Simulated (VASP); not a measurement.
VASP 6.6.1 run: NaI

INCAR

```
LWAVE = .FALSE.
LASPH = .TRUE.
METAGGA = R2SCAN
LCHARG = .FALSE.
LREAL = .FALSE.
ADDGRID = .TRUE.
IBRION = -1
SIGMA = 0.01
NBANDS = 14
PREC = Accurate
EDIFF = 1E-7
ALGO = Normal
NELM = 120
ISIF = 2
ENCUT = 520
NSW = 0
ISMEAR = 0
```

KPOINTS

```
KPOINTS created by Atomic Simulation Environment
0
Gamma
6 6 6
0 0 0
```

POSCAR

```
Na I
 1.0000000000000000
     0.0000000000000000    3.5864186194999998    3.5431916810000001
     3.5864186194999998    0.0000000000000000    3.5431916810000001
     3.5864186194999998    3.5864186194999998    0.0000000000000000
 Na  I
   1   1
Cartesian
  0.0000000000000000  0.0000000000000000  0.0000000000000000
  1.7932093097499997  1.7932093097499997  1.7715958405000001
```

The recommended PBE PAW datasets give the neutral cell 14 valence electrons.

Command

```
mpirun -np 1 vasp_std
```

Q: Predict the outcome of this run.

A: It converged. Results: gap between bands v and c on the k mesh 4.37 eV; least direct gap on the k mesh 4.37 eV; pressure -0.3 GPa. Band v is the last that the valence electrons fill when counted band by band, and c is the next.

OSZICAR

```
N       E                     dE             d eps       ncg     rms          rms(c)
DAV:   1     0.540834388129E+02    0.54083E+02   -0.64160E+03   840   0.847E+02
DAV:   2    -0.249994994030E+02   -0.79083E+02   -0.73742E+02   882   0.205E+02
DAV:   3    -0.323273343712E+02   -0.73278E+01   -0.72818E+01  1080   0.624E+01
DAV:   4    -0.325159933506E+02   -0.18866E+00   -0.18860E+00  1018   0.105E+01
DAV:   5    -0.325214932635E+02   -0.54999E-02   -0.54998E-02  1206   0.182E+00    0.211E+00
DAV:   6    -0.309116435389E+02    0.16098E+01   -0.32191E-01   864   0.560E+00    0.194E+00
DAV:   7    -0.309060131468E+02    0.56304E-02   -0.18812E-01  1038   0.293E+00    0.748E-01
DAV:   8    -0.309093917934E+02   -0.33786E-02   -0.68836E-03  1062   0.620E-01    0.536E-01
DAV:   9    -0.309143510402E+02   -0.49592E-02   -0.47716E-03   942   0.568E-01    0.172E-01
DAV:  10    -0.309142900470E+02    0.60993E-04   -0.93504E-05  1050   0.723E-02    0.110E-01
DAV:  11    -0.309144848589E+02   -0.19481E-03   -0.23799E-04   948   0.114E-01    0.368E-02
DAV:  12    -0.309144769721E+02    0.78869E-05   -0.27687E-06  1044   0.190E-02    0.204E-02
DAV:  13    -0.309144779353E+02   -0.96328E-06   -0.28740E-06  1056   0.188E-02    0.117E-02
DAV:  14    -0.309144791496E+02   -0.12142E-05   -0.34378E-07  1038   0.600E-03    0.237E-03
DAV:  15    -0.309144778100E+02    0.13396E-05   -0.17690E-08  1002   0.124E-03    0.537E-04
DAV:  16    -0.309144774863E+02    0.32369E-06   -0.35346E-09   696   0.560E-04    0.204E-04
DAV:  17    -0.309144774918E+02   -0.55093E-08   -0.72930E-10   594   0.207E-04
   1 F= -.30914477E+02 E0= -.30914477E+02  d E =-.297330-101
```

For comparison, a separate r²SCAN run of the intended cell, on usual settings and not on those above, gives a gap of 4.37 eV on its mesh and a pressure of -0.3 GPa.
